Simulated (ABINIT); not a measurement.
The system is CdTe.

```xyz
2
Lattice="0.0000 3.2050 3.2050 3.2050 0.0000 3.2050 3.2050 3.2050 0.0000" Properties=species:S:1:pos:R:3 pbc="T T T"
Te    4.8075    4.8075    4.8075
Cd    0.0000    0.0000    0.0000
```

Program: ABINIT 10.8.3 (patched build). Alike in all runs: task single point; level HSE06; potentials or basis SG15 NC PBE v1.2; no spin polarisation; cell as given; k mesh 3 × 3 × 3; cutoff (eV) 707; smearing fermi-dirac 0.05 eV; the mesh is coarse, so values aren't converged.

Problem. Order these runs on this cell by their band gap on the k mesh, lowest first.
A. share of exact exchange 0.15
B. share of exact exchange 0.05
C. share of exact exchange 0.5
D. share of exact exchange 0.25
E. share of exact exchange 0.35

Solution. B (0.92 eV), A (1.30 eV), D (1.69 eV), E (2.10 eV), C (2.76 eV).

Caveats: all runs use coarse meshes; exact exchange is summed on a coarse mesh, which widens gaps by tenths of an eV; Libxc's HSE differs a little from that of other programs; spin-orbit coupling is left out, which moves the levels of the heavy elements.
